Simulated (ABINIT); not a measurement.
# Cr (Im-3m) in ABINIT: settings compared

One crystal, Cr, is run at these levels: rPW86PBE, LDA, LDA-PZ; tasks: band structure.

Everything below comes from runs of ABINIT 10.8.3 (patched build). Logs are shortened: lines on timing, memory, paths and dates and some standing lists are left out, and cuts for length are marked. The log counts tension as positive stress, the text compression.

**1. The structure**

Symmetry: Im-3m, No. 229, cubic system. The conventional cell has a = 2.969 Å, b = 2.969 Å, c = 2.969 Å, α = 90.00°, β = 90.00°, γ = 90.00°. Around Cr (site symmetry m-3m) lie 8 Cr at 2.57 Å.

**2. Band structure, rPW86PBE, collinear spin, ferromagnetic start**

run.abi

```
ndtset 2

pp_dirpath "./"
pseudos "Cr.GGA_PBE-JTH.xml"

acell 3*1.0
rprim
    -2.8052033365     2.8052033365     2.8052033365
     2.8052033365    -2.8052033365     2.8052033365
     2.8052033365     2.8052033365    -2.8052033365
ntypat 1
znucl 24
natom 1
typat 1
xred
     0.0000000000     0.0000000000     0.0000000000

ecut 23.0
pawecutdg 45.0

ixc -144130

occopt 3
tsmear 0.05 eV

nsppol 2
spinat
     0.0000000000     0.0000000000     3.0000000000

nstep 100

iomode 3
prtwf 0
prteig 0
prtebands 0
enunit 1
prtden1 1

kptopt1 1
ngkpt1 12 12 12
nshiftk1 1
shiftk1 0.0 0.0 0.0
nband1 12
tolvrs1 1.0e-9

iscf2 -2
getden2 1
nband2 18
nbdbuf2 4
tolwfr2 1.0e-11
kptopt2 -5
ndivsm2 6
prteig2 1
kptbounds2
     0.0000000000     0.0000000000     0.0000000000
     0.5000000000    -0.5000000000     0.5000000000
     0.0000000000     0.0000000000     0.5000000000
     0.0000000000     0.0000000000     0.0000000000
     0.2500000000     0.2500000000     0.2500000000
     0.5000000000    -0.5000000000     0.5000000000
```

Potentials or basis: JTH PAW PBE v2.0.

Launch:

```
$ abinit run.abi > log 2>&1
```

run.abo:

```text
.Version 10.8.3 of ABINIT
 DATASET    1 : space group Im -3 m (#229); Bravais cI (body-center cubic)
================================================================================
 Values of the parameters that define the memory need for DATASET  1.
     intxc =       0    ionmov =       0      iscf =      17    lmnmax =      18
     lnmax =       6     mgfft =      24  mpssoang =       3    mqgrid =    3001
     natom =       1  nloc_mem =       2    nspden =       2   nspinor =       1
    nsppol =       2      nsym =      48    n1xccc =       1    ntypat =       1
    occopt =       3   xclevel =       2
       mpw =         475          nfft =       13824          nkpt =          72
 PAW method is used; the additional fine FFT grid is defined by:
   mgfftf=        30    nfftf =     27000
================================================================================
================================================================================

 DATASET    2 : space group Im -3 m (#229); Bravais cI (body-center cubic)
================================================================================
 Values of the parameters that define the memory need for DATASET  2.
     intxc =       0    ionmov =       0      iscf =      -2    lmnmax =      18
     lnmax =       6     mgfft =      24  mpssoang =       3    mqgrid =    3001
     natom =       1  nloc_mem =       2    nspden =       2   nspinor =       1
    nsppol =       2      nsym =      48    n1xccc =       1    ntypat =       1
    occopt =       3   xclevel =       2
       mpw =         478          nfft =       13824          nkpt =          35
 PAW method is used; the additional fine FFT grid is defined by:
   mgfftf=        30    nfftf =     27000
================================================================================
================================================================================

--------------------------------------------------------------------------------
------------- Echo of variables that govern the present computation ------------
--------------------------------------------------------------------------------
 -outvars: echo values of preprocessed input variables --------
            acell      1.0000000000E+00  1.0000000000E+00  1.0000000000E+00 Bohr
              amu      5.19961000E+01
             ecut      2.30000000E+01 Hartree
           enunit           1
           getden1          0
           getden2          1
             iscf1         17
             iscf2         -2
                       outvar_i_n : Printing only first  50 k-points.
              ixc     -144130
           jdtset        1    2
                       outvar_i_n : Printing only first  50 k-points.
           kptopt1          1
           kptopt2         -5
         kptrlatt       12    0    0      0   12    0      0    0   12
          kptrlen1     5.83050565E+01
          kptrlen2     3.00000000E+01
            natom           1
            nband1         12
            nband2         18
           nbdbuf1          0
           nbdbuf2          4
           ndtset           2
           ndivsm1          0
           ndivsm2          6
            ngfft          24      24      24
          ngfftdg          30      30      30
             nkpt1         72
             nkpt2         35
           nspden           2
           nsppol           2
            nstep         100
             nsym          48
           ntypat           1
                       prtocc : prtvol=0, do not print more k-points.
                       1.000000  1.000000  1.000000  1.000000  1.000000  1.000000
                       1.000000  0.000000  0.000000  0.000000  0.000000  0.000000
                       1.000000  1.000000  1.000000  1.000000  1.000000  1.000000
                       1.000000  0.000000  0.000000  0.000000  0.000000  0.000000
                       1.000000  1.000000  1.000000  1.000000  1.000000  1.000000
                       1.000000  0.000000  0.000000  0.000000  0.000000  0.000000
[... 92 lines left out ...]
                       1.000000  1.000000  1.000000  1.000000  1.000000  1.000000
                       1.000000  0.000000  0.000000  0.000000  0.000000  0.000000
                       prtocc : prtvol=0, do not print more k-points.
           occopt           3
        pawecutdg      4.50000000E+01 Hartree
         pawxcdev           0
[... 759 lines left out ...]

--- !ResultsGS
iteration_state: {dtset: 2, }
comment   : Summary of ground state results
lattice_vectors:
- [ -2.8052033,   2.8052033,   2.8052033, ]
- [  2.8052033,  -2.8052033,   2.8052033, ]
- [  2.8052033,   2.8052033,  -2.8052033, ]
lattice_lengths: [   4.85875,    4.85875,    4.85875, ]
lattice_angles: [109.471, 109.471, 109.471, ] # degrees, (23, 13, 12)
lattice_volume:   8.8298440E+01
convergence: {deltae:  0.000E+00, res2:  0.000E+00, residm:  9.959E-12, diffor:  0.000E+00, }
etotal    :  -8.75153918E+01
entropy   :   0.00000000E+00
fermie    :   3.37212613E-01
cartesian_stress_tensor: null
pressure_GPa: null
xred      :
- [  0.0000E+00,   0.0000E+00,   0.0000E+00, Cr]
cartesian_forces: null
force_length_stats: {min: null, max: null, mean: null, }
...

 Integrated electronic and magnetization densities in atomic spheres:
 ------------------------------------------------------------------------------------------------------------
 Radius=ratsph(iatom), smearing ratsm=  0.0000. Diff(up-dn)=approximate z local magnetic moment.
    Atom    Radius    up_density   dn_density  Total(up+dn)  Diff(up-dn)
    1 Cr   2.10818     6.036499     6.036499     12.072998     0.000000
 ------------------------------------------------------------------------------------------------------------
  Sum:                 6.036499     6.036499     12.072998     0.000000
 Total magnetization (from the atomic spheres):                0.000000
 Total magnetization (exact up - dn):                          0.000000

================================================================================

 ----iterations are completed or convergence reached----

 Mean square residual over all n,k,spin=   59.926E-13; max=  99.593E-13
 reduced coordinates (array xred) for    1 atoms
       0.000000000000      0.000000000000      0.000000000000

 cartesian coordinates (angstrom) at end:
    1      0.00000000000000     0.00000000000000     0.00000000000000
 length scales=  1.000000000000  1.000000000000  1.000000000000 bohr
              =  0.529177210544  0.529177210544  0.529177210544 angstroms
 Eigenvalues (   eV  ) for nkpt=  35  k points, SPIN UP:
 kpt#   1, nband= 18, wtk=  1.00000, kpt=  0.0000  0.0000  0.0000 (reduced coord)
 -62.88098  -33.71718  -33.71718  -33.71718    1.61874    8.41831    8.41831    8.41831
  10.19250   10.19250   30.75793   30.75793   30.75793   36.66111   36.66112   39.87003
  39.93187   40.85130
 kpt#   2, nband= 18, wtk=  1.00000, kpt=  0.0625 -0.0625  0.0625 (reduced coord)
 -62.87183  -33.74975  -33.73241  -33.73241    1.93964    8.40865    8.40865    8.51724
   9.99767   10.26663   29.67507   30.80339   30.80339   34.77454   37.80328   37.80339
  38.49739   40.05350
 kpt#   3, nband= 18, wtk=  1.00000, kpt=  0.1250 -0.1250  0.1250 (reduced coord)
 -62.84630  -33.83539  -33.77657  -33.77657    2.84772    8.41838    8.41838    8.80231
   9.44881   10.46411   28.01403   30.27107   30.27107   31.65548   36.73875   36.73875
  40.08538   41.76772
 kpt#   4, nband= 18, wtk=  1.00000, kpt=  0.1875 -0.1875  0.1875 (reduced coord)
 -62.80958  -33.94297  -33.84383  -33.84383    4.15996    8.53742    8.53742    8.64820
   9.23858   10.75576   26.72098   28.41918   28.41918   28.97965   37.78541   37.78541
  40.20523   42.42607
 kpt#   5, nband= 18, wtk=  1.00000, kpt=  0.2500 -0.2500  0.2500 (reduced coord)
[... 108 lines left out ...]
 -62.71742  -34.16027  -34.16027  -33.88353    6.70190    6.70190    7.96565   10.58920
  10.58920   17.39861   17.39861   18.87201   29.61165   29.61165   33.40058   36.62814
  45.32034   48.83633
 kpt#  33, nband= 18, wtk=  1.00000, kpt=  0.4286 -0.2857  0.4286 (reduced coord)
 -62.69648  -34.15620  -34.15620  -34.00278    6.14445    6.14445    9.31816   10.87742
  10.87742   18.03344   18.03344   18.94256   27.22109   27.22109   31.13961   39.94495
  45.94683   50.01198
 kpt#  34, nband= 18, wtk=  1.00000, kpt=  0.4643 -0.3929  0.4643 (reduced coord)
 -62.67991  -34.14895  -34.14895  -34.10557    5.72810    5.72810   10.64631   11.13651
  11.13651   18.63978   18.63978   18.94297   25.54994   25.54994   28.69536   42.87848
  48.55696   51.58209
 kpt#  35, nband= 18, wtk=  1.00000, kpt=  0.5000 -0.5000  0.5000 (reduced coord)
 -62.67361  -34.14541  -34.14541  -34.14541    5.57631    5.57631   11.24040   11.24040
  11.24040   18.91318   18.91318   18.91318   24.91581   24.91581   27.75425   43.50958
  53.25350   53.48593
 Eigenvalues (   eV  ) for nkpt=  35  k points, SPIN DOWN:
 kpt#   1, nband= 18, wtk=  1.00000, kpt=  0.0000  0.0000  0.0000 (reduced coord)
 -62.88098  -33.71718  -33.71718  -33.71718    1.61874    8.41831    8.41831    8.41831
  10.19250   10.19250   30.75793   30.75793   30.75793   36.66111   36.66112   39.87003
  39.93187   40.85130
 kpt#   2, nband= 18, wtk=  1.00000, kpt=  0.0625 -0.0625  0.0625 (reduced coord)
 -62.87183  -33.74975  -33.73241  -33.73241    1.93965    8.40865    8.40865    8.51724
   9.99767   10.26663   29.67507   30.80339   30.80339   34.77454   37.80328   37.80339
  38.49739   40.05350
 kpt#   3, nband= 18, wtk=  1.00000, kpt=  0.1250 -0.1250  0.1250 (reduced coord)
 -62.84629  -33.83539  -33.77657  -33.77657    2.84773    8.41838    8.41838    8.80231
   9.44881   10.46411   28.01403   30.27107   30.27107   31.65549   36.73875   36.73875
  40.08538   41.76773
 kpt#   4, nband= 18, wtk=  1.00000, kpt=  0.1875 -0.1875  0.1875 (reduced coord)
 -62.80958  -33.94297  -33.84383  -33.84383    4.15997    8.53742    8.53742    8.64820
   9.23858   10.75576   26.72098   28.41918   28.41918   28.97965   37.78541   37.78541
  40.20523   42.42607
 kpt#   5, nband= 18, wtk=  1.00000, kpt=  0.2500 -0.2500  0.2500 (reduced coord)
[... 109 lines left out ...]
  10.58920   17.39861   17.39861   18.87201   29.61165   29.61165   33.40058   36.62814
  45.32034   48.83633
 kpt#  33, nband= 18, wtk=  1.00000, kpt=  0.4286 -0.2857  0.4286 (reduced coord)
 -62.69648  -34.15620  -34.15620  -34.00278    6.14445    6.14445    9.31816   10.87742
  10.87742   18.03344   18.03344   18.94256   27.22109   27.22109   31.13961   39.94495
  45.94683   50.01198
 kpt#  34, nband= 18, wtk=  1.00000, kpt=  0.4643 -0.3929  0.4643 (reduced coord)
 -62.67991  -34.14895  -34.14895  -34.10557    5.72810    5.72810   10.64631   11.13651
  11.13651   18.63978   18.63978   18.94297   25.54994   25.54994   28.69536   42.87848
  48.55696   51.58209
 kpt#  35, nband= 18, wtk=  1.00000, kpt=  0.5000 -0.5000  0.5000 (reduced coord)
 -62.67361  -34.14541  -34.14541  -34.14541    5.57631    5.57631   11.24040   11.24040
  11.24040   18.91318   18.91318   18.91318   24.91581   24.91581   27.75425   43.50958
  53.25350   53.48593

== END DATASET(S) ==============================================================
================================================================================

 -outvars: echo values of variables after computation  --------
            acell      1.0000000000E+00  1.0000000000E+00  1.0000000000E+00 Bohr
           etotal1    -8.7515391827E+01
            fcart1    -0.0000000000E+00 -0.0000000000E+00 -0.0000000000E+00
            rprim     -2.8052033365E+00  2.8052033365E+00  2.8052033365E+00
                       2.8052033365E+00 -2.8052033365E+00  2.8052033365E+00
                       2.8052033365E+00  2.8052033365E+00 -2.8052033365E+00
           strten1     6.4706830834E-04  6.4706830834E-04  6.4706830834E-04
                       0.0000000000E+00  0.0000000000E+00  0.0000000000E+00
 Calculation completed.
```

It took 61 s on 1 thread of Arm Neoverse V1, shared host; peak memory 0.12 GiB.

What came out:

```
Free energy                                           : -2381.4151 eV
Pressure                                              : -19.0 GPa
Band gap on the k mesh                                : none (metal or under the smearing width)
Net moment                                            : 0.00 μB per cell
Valence electrons inside the program's atomic spheres : Cr 12.07 (radii [1.1156] Å)
```

Levels at the corners of the path, in eV from the Fermi level:
Spin up:
| point | band 4 | band 5 | band 6 | band 7 | band 8 | band 9 | band 10 | band 11 |
| --- | --- | --- | --- | --- | --- | --- | --- | --- |
| Γ | -42.89 | -7.56 | -0.76 | -0.76 | -0.76 | 1.02 | 1.02 | 21.58 |
| H | -43.32 | -3.60 | -3.60 | 2.06 | 2.06 | 2.06 | 9.74 | 9.74 |
| N | -42.90 | -3.87 | -2.06 | 0.98 | 1.00 | 1.29 | 2.39 | 8.37 |
| Γ | -42.89 | -7.56 | -0.76 | -0.76 | -0.76 | 1.02 | 1.02 | 21.58 |
| P | -43.19 | -2.00 | -2.00 | -2.00 | 1.34 | 1.34 | 9.23 | 9.23 |
| H | -43.32 | -3.60 | -3.60 | 2.06 | 2.06 | 2.06 | 9.74 | 9.74 |
Spin down:
```csv
point,band 3,band 4,band 5,band 6,band 7,band 8,band 9,band 10,band 11,band 12
Γ,-42.89,-42.89,-7.56,-0.76,-0.76,-0.76,1.02,1.02,21.58,21.58
H,-43.32,-43.32,-3.60,-3.60,2.06,2.06,2.06,9.74,9.74,9.74
N,-43.09,-42.90,-3.87,-2.06,0.98,1.00,1.29,2.39,8.37,16.33
Γ,-42.89,-42.89,-7.56,-0.76,-0.76,-0.76,1.02,1.02,21.58,21.58
P,-43.19,-43.19,-2.00,-2.00,-2.00,1.34,1.34,9.23,9.23,9.23
H,-43.32,-43.32,-3.60,-3.60,2.06,2.06,2.06,9.74,9.74,9.74
```

Caveat: the starting moments collapsed, and a magnetic state may lie lower; so large a pressure means that the cell lies far from this level's equilibrium, or that cutoff or potentials fall short; the potentials were made for another functional, which shifts forces and pressure.

(Part 1 of 2 ends here.)
